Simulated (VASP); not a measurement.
Input of a VASP 6.6.1 run:

File INCAR:

```
  ALGO = Normal
  EDIFF = 1E-7
  ENCUT = 520
  ISIF = 2
  ISMEAR = 0
  LASPH = T
  LCHARG = F
  LREAL = F
  LWAVE = F
  NBANDS = 15
  NELM = 100
  PREC = Accurate
  SIGMA = 0.02
```

Contents of KPOINTS:

```
k-points
0
Gamma
  6 6 6
```

The input POSCAR:

```
RbBr
1.0
    4.0374904204      0.0000000000      0.0000000000
    0.0000000000      4.0374904204      0.0000000000
    0.0000000000      0.0000000000      4.0374904204
Rb Br
1 1
Direct
    0.0000000000      0.0000000000      0.0000000000
    0.5000000000      0.5000000000      0.5000000000
```

Potentials or basis: VASP PAW LDA potentials, release 64 (Rb_sv, Br).

Command:

```console
$ cat potpaw_LDA.64/Rb_sv/POTCAR potpaw_LDA.64/Br/POTCAR > POTCAR
$ mpirun -np 1 vasp_std > vasp.out
```

(1) Estimate the pressure.

(2) What does it give for the band gap on the k mesh?

## Answers

(1) -1.0 GPa.

(2) 3.92 eV, indirect (least direct gap 4.08 eV).
